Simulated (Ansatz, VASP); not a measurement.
## Zn in VASP and in Ansatz

```xyz
1
Lattice="0.0000 1.9870 1.9870 1.9870 0.0000 1.9870 1.9870 1.9870 0.0000" Properties=species:S:1:pos:R:3 pbc="T T T"
Zn    0.0000    0.0000    0.0000
```

Alike in both runs: task single point; functional revPBE; k mesh 15 × 15 × 15; occupations fermi-dirac, width 0.1 eV; no spin polarisation.

|  | VASP | Ansatz |
| --- | --- | --- |
| version | VASP 6.6.1 | Ansatz 0.2.0 |
| potentials or method | VASP PAW PBE potentials, release 64 (Zn) | plane waves (420 eV) with PAW, scalar-relativistic |
| plane-wave cutoff (eV) | 520 | 420 |
| valence electrons in the cell | 12 | 12 |

VASP gave:

- pressure (GPa): 0.1

Q: Which values does Ansatz return?

A: Pressure (GPa): -0.1.

The functional is the same, so the differences come from potentials, cutoffs and numerics.

Caveats: the PAW data sets were made with another functional, which shifts forces and pressure a little (VASP).
